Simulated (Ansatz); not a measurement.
Here is an Ansatz 0.2.0 calculation.

Contents of input.yaml:

```yaml
crystal:
  lattice:
    - [0.0, 2.731, 2.731]
    - [2.731, 0.0, 2.731]
    - [2.731, 2.731, 0.0]
  atoms:
    - { symbol: Ca, position: [0.0, 0.0, 0.0] }
    - { symbol: F, position: [0.75, 0.75, 0.75] }
    - { symbol: F, position: [0.25, 0.25, 0.25] }
hamiltonian:
  xc: rpbe
  pseudopotentials: { kind: paw }
kpoints:
  mp_grid: { grid: [8, 8, 8] }
  band_path:
    path:
      - [[0.0, 0.0, 0.0], [0.5, 0.0, 0.5], [0.5, 0.25, 0.75], [0.375, 0.375, 0.75], [0.0, 0.0, 0.0], [0.5, 0.5, 0.5], [0.625, 0.25, 0.625], [0.5, 0.25, 0.75], [0.5, 0.5, 0.5], [0.375, 0.375, 0.75]]
      - [[0.625, 0.25, 0.625], [0.5, 0.0, 0.5]]
    npoints: 14
scf:
  occupations: { method: fermi_dirac, width: 0.05 }
  n_extra_bands: 7
output:
  forces: true
  stress: true
  eigenvalues: true
  fatbands: true
  write_density: true
  write_potential: true
  elf: true
  volumetric_format: npy
```

Potentials or basis: Ansatz PAW.

Launch:

```bash
$ ansatz run input.yaml --threads 2 --pin off --max-ram 5632MiB --backend cpu --events-out ev --progress --plain --runs-dir out
```

(1) Estimate the band gap along the path.

(2) Predict the band gap on the k mesh.

(3) What does it give for the pressure?

Answers

(1) 7.64 eV, indirect (least direct gap 7.89 eV).

(2) 7.64 eV, indirect (least direct gap 7.89 eV).

(3) 6.4 GPa.

Caveat: the pressure holds a Pulay correction of +0.5 GPa for the finite cutoff; the PAW data sets come from PBE, with cores solved anew for the run's functional, which leaves a small shift of forces and pressure.
